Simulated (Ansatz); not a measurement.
Crystal: Sc.

```
Sc
1.0
    -1.91721    1.91721    1.71760
     1.91721   -1.91721    1.71760
     1.91721    1.91721   -1.71760
Sc
1
Direct
  0.00000 0.00000 0.00000
```

This isn't the form of Sc at room conditions, which is hcp.

```yaml
Program: Ansatz 0.2.0
Task: relaxation of cell and atoms
Functional: PBE
Dispersion: D3(BJ)-ATM
Potentials_or_basis: Ansatz PAW
Cutoff: "420 eV (not typed: the program's choice for these potentials)"
k_mesh: 10 × 10 × 10
Occupations: fermi-dirac, width 0.05 eV
Spin: no spin polarisation
```

At the start: volume 25.25 Å³/atom.

Question: Where does the relaxation end?

Answer: It ends after 8 steps and the volume is 23.83 Å³/atom (-5.6 %); space group Im-3m (No. 229, to 0.05 Å).

Step by step:
| step | energy change (eV) | largest force (eV/Å) | volume (Å³) |
| --- | --- | --- | --- |
| 1 | 0.0000 | 0.0000 | 25.25 |
| 2 | -0.0153 | 0.0000 | 23.70 |
| 3 | -0.0161 | 0.0000 | 23.75 |
| 4 | -0.0181 | 0.0000 | 23.79 |
| 5 | -0.0185 | 0.0000 | 23.81 |
| 6 | -0.0185 | 0.0000 | 23.83 |
| 7 | -0.0185 | 0.0000 | 23.83 |
| 8 | -0.0183 | 0.0000 | 23.83 |

Final structure:
```
CELL_PARAMETERS angstrom
-1.81891 1.81891 1.80065
1.81891 -1.81891 1.80065
1.81891 1.81891 -1.80065
ATOMIC_POSITIONS crystal
Sc 0.00000 0.00000 0.00000
```

Caveat: the plane-wave basis is chosen anew once the cell has moved, so the energies of steps on either side of that aren't comparable; pairwise dispersion overbinds metals, which lowers pressure and volume.
